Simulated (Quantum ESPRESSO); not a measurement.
Ba:

```
Ba
1.0
    -2.50650    2.50650    2.50650
     2.50650   -2.50650    2.50650
     2.50650    2.50650   -2.50650
Ba
1
Direct
  0.00000 0.00000 0.00000
```

Base run:

| Item | Value |
| --- | --- |
| Program | Quantum ESPRESSO 7.5 |
| Functional | SCAN |
| Potentials or basis | SG15 PBE 1.2 |
| Cutoff | 599 eV |
| Density cutoff | 2395 eV |
| k mesh | 6 × 6 × 6 |
| Occupations | fermi-dirac, width 0.05 eV |
| Spin | no spin polarisation |

Its results: band gap on the k mesh none (metal or under the smearing width); pressure 0.2 GPa.

Problem. After a change of settings the same cell gave: band gap on the k mesh none (metal or under the smearing width); pressure 2.6 GPa. Which change was it?
A. functional from SCAN to PW91; k mesh from 6 × 6 × 6 to 8 × 8 × 8
B. functional from SCAN to r2SCAN
C. functional from SCAN to AM05; k mesh from 6 × 6 × 6 to 8 × 8 × 8
D. functional from SCAN to TASK

Solution. D.

Caveats: the potentials were made for another functional, which shifts forces and pressure; spin-orbit coupling is left out, which moves the levels of the heavy elements; some levels on the path didn't converge (some runs).

Runs at the PBE level aren't shown here.
